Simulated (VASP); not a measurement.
## Cu3Au (Auricupride): band structure with TB-mBJ

Crystal: Cu3Au (Auricupride).

```
Au Cu
1.0
     3.74000    0.00000    0.00000
     0.00000    3.74000    0.00000
     0.00000    0.00000    3.74000
Au Cu
1 3
Direct
  0.00000 0.00000 0.00000
  0.50000 0.50000 0.00000
  0.50000 0.00000 0.50000
  0.00000 0.50000 0.50000
```

| Quantity | Value |
| --- | --- |
| Program | VASP 6.6.1 |
| Task | band structure |
| Functional | TB-mBJ |
| Potentials or basis | VASP PAW PBE potentials, release 64 (Au, Cu) |
| Cutoff | 520 eV |
| k mesh | 7 × 7 × 7 |
| Occupations | fermi-dirac, width 0.05 eV |
| Spin | no spin polarisation |
| Further INCAR settings | ALGO = Normal; EDIFF = 1e-07 |

The band gap along the path is none (metal or under the smearing width).

Levels at the corners of the path, in eV from the Fermi level:
| point | band 18 | band 19 | band 20 | band 21 | band 22 | band 23 | band 24 | band 25 | band 26 |
| --- | --- | --- | --- | --- | --- | --- | --- | --- | --- |
| Γ | -1.67 | -1.53 | -1.53 | -1.53 | 1.69 | 1.69 | 1.69 | 6.01 | 8.09 |
| X | -2.35 | -2.19 | -2.07 | -1.67 | -1.53 | 6.08 | 6.08 | 7.05 | 7.05 |
| X | -2.35 | -2.19 | -2.07 | -1.67 | -1.53 | 6.08 | 6.08 | 7.05 | 7.05 |
| M | -2.43 | -2.26 | -2.25 | -0.51 | -0.49 | -0.49 | 0.44 | 8.99 | 9.92 |
| M | -2.43 | -2.26 | -2.25 | -0.51 | -0.49 | -0.49 | 0.44 | 8.99 | 9.93 |
| Γ | -1.67 | -1.53 | -1.53 | -1.53 | 1.69 | 1.69 | 1.69 | 6.01 | 8.09 |
| Γ | -1.67 | -1.53 | -1.53 | -1.53 | 1.69 | 1.69 | 1.69 | 6.01 | 8.09 |
| R | -1.78 | -1.75 | -1.75 | -0.74 | -0.74 | -0.74 | -0.71 | 2.35 | 4.61 |
| R | -1.78 | -1.75 | -1.75 | -0.74 | -0.74 | -0.74 | -0.71 | 2.35 | 4.61 |
| X | -2.35 | -2.19 | -2.07 | -1.67 | -1.53 | 6.08 | 6.08 | 7.05 | 7.05 |
| M | -2.43 | -2.26 | -2.25 | -0.51 | -0.49 | -0.49 | 0.44 | 8.99 | 9.91 |
| R | -1.78 | -1.75 | -1.75 | -0.74 | -0.74 | -0.74 | -0.71 | 2.35 | 4.61 |

It took 110 s on 1 thread of Intel(R) Xeon(R) 6975P-C (Granite Rapids), on a shared host, peak memory 0.19 GiB.

Caveat: spin-orbit coupling is left out, which moves the levels of the heavy elements.
